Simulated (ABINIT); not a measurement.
The system is TiB2.

```
Ti B
1.0
     3.02920    0.00000    0.00000
    -1.51460    2.62336    0.00000
     0.00000    0.00000    3.22840
Ti B
1 2
Direct
  0.00000 0.00000 0.00000
  0.66667 0.33333 0.50000
  0.33333 0.66667 0.50000
```

- Program: ABINIT 10.8.3 (patched build)
- Task: relaxation of cell and atoms
- Functional: PBE
- Dispersion: D3(BJ)
- Potentials or basis: JTH PAW PBE v2.0
- Cutoff: 408 eV
- k mesh: 10 × 10 × 8
- Occupations: fermi-dirac, width 0.05 eV
- Spin: no spin polarisation

At the start: pressure -7.1 GPa; volume 8.55 Å³/atom.

Task: Where does the relaxation end?

Result: Over 7 steps the energy falls by 5.5 meV/atom and the volume is 8.31 Å³/atom (-2.8 %); space group P6/mmm (No. 191, to 0.05 Å).

Step by step:
| step | energy change (eV) | largest force (eV/Å) | pressure (GPa) | volume (Å³) |
| --- | --- | --- | --- | --- |
| 1 | 0.0000 | 0.0000 | -7.09 | 25.66 |
| 2 | -0.0057 | 0.0000 | -5.77 | 25.52 |
| 3 | -0.0162 | 0.0000 | 0.19 | 24.93 |
| 4 | -0.0163 | 0.0000 | 0.03 | 24.95 |
| 5 | -0.0165 | 0.0000 | -0.24 | 24.97 |
| 6 | -0.0165 | 0.0000 | -0.15 | 24.95 |
| 7 | -0.0165 | 0.0000 | -0.03 | 24.94 |

Final structure:
```
Ti B
1.0
     3.00544    0.00000    0.00000
    -1.50272    2.60279    0.00000
     0.00000    0.00000    3.18841
Ti B
1 2
Direct
  0.00000 0.00000 0.00000
  0.66667 0.33333 0.50000
  0.33333 0.66667 0.50000
```

Caveat: the log and the count of SCF iterations are those of the last ABINIT call alone; pairwise dispersion overbinds metals, which lowers pressure and volume; the atomic spheres overlap.
